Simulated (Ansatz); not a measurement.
Theory: DFT PBE, scalar-relativistic, plane waves, PAW (Ansatz). All cells share a 420 eV cutoff and Γ-centred k meshes spaced about 0.3 Å⁻¹ or finer (0.25 for metals, 2π included). No spin polarisation.

These are static total energies at zero pressure.

Compare these two cells of CaB6, each relaxed at this level.

1.

```
Ca B
1.0
     3.48828    0.00000    0.00000
     0.00000    4.31607    0.00000
     0.00000    0.00000    5.77341
Ca B
1 6
Direct
  0.50000 0.00000 0.50000
  0.75054 0.50000 0.75432
  0.24946 0.50000 0.24568
  0.75054 0.50000 0.24568
  0.24946 0.50000 0.75432
  0.00000 0.50000 0.00000
  0.00000 0.50000 0.50000
```

2.

```
Ca B
1.0
     4.14792    0.00000    0.00000
     0.00000    4.14792    0.00000
     0.00000    0.00000    4.14792
Ca B
1 6
Direct
  0.00000 0.00000 0.00000
  0.20178 0.50000 0.50000
  0.50000 0.20178 0.50000
  0.79822 0.50000 0.50000
  0.50000 0.79822 0.50000
  0.50000 0.50000 0.20178
  0.50000 0.50000 0.79822
```

Problem. Which is lower in energy, and by how much?

Solution. Cell 2 is lower, by 0.54 eV/atom. Cell 1 has space group Pmmm (No. 47), 12.4 Å³/atom and no gap over mesh and band path; cell 2 has space group Pm-3m (No. 221), 10.2 Å³/atom and no gap. Counting B atoms around Ca (those within 1.25 times the shortest such distance or 1.15 times the sum of covalent radii), cell 1 has Ca 12 and cell 2 has Ca 24. Cell 1 holds B–B nets (shortest 1.66 Å); cell 2 holds B–B bonds in all directions (shortest 1.67 Å). The denser one is the lower, and pressure would at first widen the difference. In cell 1, around Ca lie 12 B at 2.75–2.77 Å; around B on a site of symmetry m lie 4 B at 1.66–1.75 Å and 2 Ca at 2.75 Å; around B on a site of symmetry mmm lie 4 B at 1.66 Å; 1 more site not described. In cell 2, Ca has 24 B at 3.05 Å; B is surrounded by 5 B at 1.67–1.75 Å, 1 B at 2.47 Å and 4 Ca at 3.05 Å. Both come from trial cells of a structure search. Cell 2 has the structure into which a cell as deposited in COD relaxes.

With atoms moved at random, cell 2 came back. Cell 1 had no clear such test and can be a saddle point. Bands overlap only slightly here, and a semilocal functional can close a small real gap.
